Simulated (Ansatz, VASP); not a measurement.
# W in VASP and in Ansatz

INCAR

```
SYSTEM = W
ALGO = Normal ; EDIFF = 1E-6
EDIFFG = -0.005 ; ENCUT = 600
GGA = PE ; IBRION = 2
ISIF = 3 ; ISMEAR = 0
LASPH = .True. ; LCHARG = .False.
LREAL = .False. ; LWAVE = .False.
NELM = 100 ; NSW = 80
PREC = Accurate ; SIGMA = 0.1
```

KPOINTS

```
k-points
0
Gamma
  16 16 16
  0 0 0
```

POSCAR

```
W
1.0
   -1.5900000000      1.5900000000      1.5900000000
    1.5900000000     -1.5900000000      1.5900000000
    1.5900000000      1.5900000000     -1.5900000000
W
1
Direct
    0.0000000000      0.0000000000      0.0000000000
```

Input for Ansatz:

```yaml
crystal:
  lattice:
    - [-1.59, 1.59, 1.59]
    - [1.59, -1.59, 1.59]
    - [1.59, 1.59, -1.59]
  atoms:
    - { symbol: W, position: [0.0, 0.0, 0.0] }
scf:
  occupations: { method: gaussian, width: 0.1 }
output:
  forces: true
  stress: true
  eigenvalues: true
hamiltonian:
  xc: pbe
kpoints:
  mp_grid: { grid: [16, 16, 16] }
relax:
  f_tol: 0.005
  max_steps: 60
  cell: { stress_tol: 0.02 }
```

Alike in both runs: task relaxation of cell and atoms; functional PBE; k mesh 16 × 16 × 16; occupations gaussian, width 0.1 eV; no spin polarisation.

|  | VASP | Ansatz |
| --- | --- | --- |
| version | VASP 6.6.1 | Ansatz 0.2.0 |
| potentials or method | VASP PAW PBE potentials, release 64 (W_sv) | scalar-relativistic, plane waves, PAW |
| plane-wave cutoff (eV) | 600 | 420 |
| valence electrons in the cell | 14 | 14 |

|  | VASP | Ansatz | Ansatz less VASP |
| --- | --- | --- | --- |
| gap on the k mesh at the Fermi level, each at its own relaxed structure (eV) | none | none | - |
| relaxed volume (Å³/atom) | 16.15 | 16.12 | -0.030 |
| relaxed cell length with the largest relative difference (Å) | 2.758 | 2.756 | -0.0017 |

A gap of «none» marks a metal or a gap that the smearing closes.

Spin-orbit coupling is left out, which matters for the levels of W.
